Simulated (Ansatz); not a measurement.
# Ti (P6_3/mmc) in Ansatz: a series of runs

Runs on Ti. Level: PBEsol. Tasks: single point, relaxation of cell and atoms.

All numbers are computed with Ansatz 0.2.0; they aren't measurements. Logs are shortened: lines on timing, memory, paths and dates and some standing lists are left out, and cuts for length are marked.

## 1. Starting point

The structure is hexagonal, space group P6_3/mmc (No. 194). Conventional cell: a = 2.950 Å, b = 2.950 Å, c = 4.680 Å, α = 90.00°, β = 90.00°, γ = 120.00°. Around Ti (site symmetry -6m2) lie 12 Ti at 2.89 to 2.95 Å.

## 2. Single point, PBEsol (strain_z = 0)

input.yaml

```yaml
crystal:
  lattice:
    - [2.95, 0.0, 0.0]
    - [-1.475, 2.5547749412, 0.0]
    - [0.0, 0.0, 4.68]
  atoms:
    - { symbol: Ti, position: [0.6666666667, 0.3333333333, 0.75] }
    - { symbol: Ti, position: [0.3333333333, 0.6666666667, 0.25] }
kpoints:
  mp_grid: { grid: [10, 10, 6] }
scf:
  occupations: { method: fermi_dirac, width: 0.05 }
hamiltonian:
  xc: pbesol
  pseudopotentials: { kind: all_electron, lapw: { basis_error: 0.001 } }
output:
  forces: true
  stress: true
  eigenvalues: true
```

Potentials or basis: all-electron LAPW, scalar-relativistic.

On the command line:

```sh
> ansatz run input.yaml --threads 1 --pin off --max-ram 3072MiB --backend cpu --events-out ev --progress --plain --runs-dir out
```

Standard output:

```text
Warning: RAYON_NUM_THREADS=1 ignored (pool sized by the plan → 1); use --threads N
LAPW: plane waves up to 7.596 Å⁻¹, error target 1.0e-3 eV per atom; small_component_spin mean_spin; Ti in spheres of 1.447 Å, 12 of its electrons in bands, Dirac shells [] (how accurate: hamiltonian.pseudopotentials.lapw.basis_error, Limitations)
Engine: ansatz 0.2.0, x86_64-unknown-linux-gnu
Pseudopotentials: kind: all_electron
Pseudopotential: Ti, LAPW, valence charge 12, lapw/all_electron/scalar/gaussian/Ti, Koelling and Harmon's equation, gaussian nucleus
Functional definition: PBEsol
  exchange = pbesol_x
  correlation = pbesol_c
Crystal: 2 atoms, lattice volume = 35.271 Å³
Basis set: ecut = 219.85864572553353 eV, 263 PW (Γ), exchange–correlation at level 2
Bands: 16, of which v1, the nominal top of the filled ones, is band 12 counted from 1 (11 counted from 0)
Symmetry: 24 space group operations
Space group: P63/mmc (ITA 194), of the structure as read, at distance tolerance 3.3e-5 Å
k-points: 56 of 600
Non-local potential: Ti, projectors of the file, none
Initial density: superposition of atomic densities (chi_scale 0.1, normalization cell)
Initial wavefunctions: plane waves of lowest kinetic energy (no species holds an atomic orbital)
Functional: x = pbesol(κ = 0.804, μ = 0.12345679012345678), c = pbesol(β = 0.046)
iter 1 solved again at ethr=7.23e-4 eV; its pass at ethr=1.00e-1 eV (dr2=1.74e-1 eV) is discarded
SCF iter   1: F=—  HF=-46415.533801 eV  |F-HF|=—  |Δ(HF+E_count)|=         —  Δρ=2.59e-2  dr2=1.75e-1  ethr=7.23e-4  ⟨swp⟩=2.7  Hψ=6372  notcnv=0
preconditioner: auto → none  [metal: Δε(μ)=0.024 eV  Ē_g=3.116 eV  σ=0.050 eV  W_gap=0.12  n_scr=8 (ndim 8)  ℏωp=17.7 eV  f_vac=0.000  D(μ)=1.85/eV (n_scr^D=22)  sad-step TF]
SCF iter   2: F=—  HF=-46415.148739 eV  |F-HF|=—  |Δ(HF+E_count)|=   3.85e-1  Δρ=8.84e-3  dr2=2.91e-2  ethr=7.23e-4  ⟨swp⟩=3.0  Hψ=3343  notcnv=0
SCF iter   3: F=—  HF=-46415.119524 eV  |F-HF|=—  |Δ(HF+E_count)|=   2.92e-2  Δρ=5.83e-3  dr2=1.07e-2  ethr=1.21e-4  ⟨swp⟩=2.7  Hψ=3092  notcnv=0
iter 4 solved again at ethr=3.85e-7 eV; its pass at ethr=4.48e-5 eV (dr2=9.24e-5 eV) is discarded
SCF iter   4: F=—  HF=-46415.117348 eV  |F-HF|=—  |Δ(HF+E_count)|=         —  Δρ=5.51e-4  dr2=9.27e-5  ethr=3.85e-7  ⟨swp⟩=2.4  Hψ=4716  notcnv=0
the basis was enlarged: its passes take 129.0 KiB over the memory plan, 1 of 1 planned eigensolver slots
SCF iter   5: F=—  HF=-46415.117329 eV  |F-HF|=—  |Δ(HF+E_count)|=   1.90e-5  Δρ=8.05e-5  dr2=1.91e-6  ethr=3.85e-7  ⟨swp⟩=2.0  Hψ=2848  notcnv=0
SCF iter   6: F=—  HF=-46415.117328 eV  |F-HF|=—  |Δ(HF+E_count)|=   1.09e-6  Δρ=1.18e-5  dr2=3.62e-8  ethr=7.95e-9  ⟨swp⟩=2.3  Hψ=2866  notcnv=0
SCF iter   7: F=-46415.117328 eV  HF=-46415.117328 eV  |F-HF|=3.49e-10  |Δ(HF+E_count)|=   9.11e-8  Δρ=6.90e-7  dr2=1.56e-10  ethr=1.51e-10  ⟨swp⟩=3.0  Hψ=3074  notcnv=0
SCF 1 converged in 7 iterations: F = -46415.117328 eV  dr2 = 1.56e-10
SCF converged after 7 iterations
Free energy (F): -46415.117328 eV
Harris-Foulkes:  -46415.117328 eV  (|F-HF|=3.49e-10)
Internal energy: -46415.097486 eV  (E = F + TS)
E sigma→0 (E₀):  -46415.107407 eV
Entropy (-TS):   -0.019841 eV (-9.921 meV/atom)
Fermi energy:    13.412212 eV
--- Per-component energies (eV) ---
  E_band       = -311.814949
  E_kinetic    = 46853.356589
  E_xc         = -2242.556494
  E_electrostatic = -91025.897581  (all electrons and nuclei)
  E_smearing   = -0.019841  (= −TS)
  E_closure    = 0.000000  (closes the sum)
  E_atoms      = -46400.709995  (free atoms, spherical and without spin; not in F)
  Σ components = -46415.117328   (vs F -46415.117328, Δ=0.00e0)
  Basis errors (estimates in eV, not in F): energy 1.3e-4 per atom: plane waves 9.1e-5 (4.6e-5 summed), levels above the bands 6.6e-16, relativity 4.9e-9, radial functions 4.2e-5, core shells 2.4e-8; eigenvalues (radial functions only) 9.6e-7; not estimated: angular momenta, meshes, grids; target (lapw.basis_error) 1.0e-3; muffin-tin radii Ti 1.447 Å
--- Forces (eV/Å), atoms counted from 1 ---
  atom   1  Ti     0.00000000    -0.00000000     0.00000000
  atom   2  Ti     0.00000000    -0.00000000    -0.00000000
  max |Σ_I F_I| component: 7.40e-17 eV/Å
--- Stress (GPa, compression-positive) ---
       -5.544314      -0.000000       0.000000
       -0.000000      -5.544314      -0.000000
        0.000000      -0.000000      -6.055189
  P = ⅓ Tr σ = -5.7146 GPa (-57.146 kbar)
--- Band table (eV; the first three rows and the last of 56) ---
  k-point 0: bands = ["-43.1887", "-43.0571", "-19.8814", "-19.2587", "-19.2587", "-19.1958", "-19.1613", "-19.1613", "7.2645", "10.7670", "14.1402", "14.1924", "14.1924", "14.2972", "14.6805", "14.6805"]
  k-point 1: bands = ["-43.1800", "-43.0660", "-19.8371", "-19.2522", "-19.2522", "-19.2435", "-19.1678", "-19.1678", "7.4943", "10.6298", "13.7973", "14.0994", "14.0994", "14.1720", "14.5612", "14.5612"]
  k-point 2: bands = ["-43.1561", "-43.0903", "-19.7151", "-19.3725", "-19.2344", "-19.2344", "-19.1857", "-19.1857", "8.1469", "10.0607", "13.4121", "13.8527", "14.0241", "14.0241", "14.3114", "14.3114"]
  k-point 55: bands = ["-43.0460", "-43.0460", "-19.7070", "-19.7070", "-19.5056", "-19.5056", "-19.2886", "-19.2886", "11.9141", "11.9141", "12.6301", "12.6301", "13.1948", "13.1948", "15.0534", "15.0534"]
```

Wall time 8.5 s (1 thread of Intel Xeon Platinum 8175M at 2.50GHz (Skylake/Cascade Lake), shared host); peak memory 0.31 GiB.

What came out:

```yaml
Free_energy: -46415.1173 eV
Pressure: -5.7 GPa
Band_gap_on_the_k_mesh: none (metal or under the smearing width)
```

## 3. Relaxation of cell and atoms, PBEsol

Changes to input.yaml since step 2:

```diff
@@ -18,2 +18,5 @@
   stress: true
-  eigenvalues: true
+relax:
+  f_tol: 0.005
+  max_steps: 60
+  cell: {}
```

Potentials or basis: all-electron LAPW, scalar-relativistic.

On the command line:

```sh
> ansatz run input.yaml --threads 1 --pin off --max-ram 3072MiB --backend cpu --events-out ev --progress --plain --runs-dir out
```

It took 39 s on 1 thread of Intel Xeon Platinum 8175M at 2.50GHz (Skylake/Cascade Lake), shared host; peak memory 0.35 GiB.

Results (log left out):

```yaml
Free_energy: -46415.1512 eV
Relaxed_volume: 16.73 Å³/atom
Relaxed_cell: a = 2.904 Å, b = 2.904 Å, c = 4.579 Å, α = 90.00°, β = 90.00°, γ = 120.00°
Space_group_after_relaxing_to_0.05_Å: P6_3/mmc (No. 194)
Energy_gained_by_relaxing: 17.0 meV/atom
Ionic_steps: 6
Pressure_after_relaxing: 0.0 GPa
```

Step by step:
```tsv
step	energy change (eV)	largest force (eV/Å)	volume (Å³)
1	0.0000	0.0000	35.27
2	-0.0336	0.0000	33.59
3	-0.0339	0.0000	33.44
4	-0.0340	0.0000	33.45
5	-0.0340	0.0000	33.45
6	-0.0340	0.0000	33.45
```

Final structure:
```yaml
crystal:
  lattice:
    - [2.90427, 0.00000, 0.00000]
    - [-1.45214, 2.51517, 0.00000]
    - [0.00000, 0.00000, 4.57949]
  atoms:
    - { symbol: Ti, position: [0.66667, 0.33333, 0.75000] }
    - { symbol: Ti, position: [0.33333, 0.66667, 0.25000] }
```
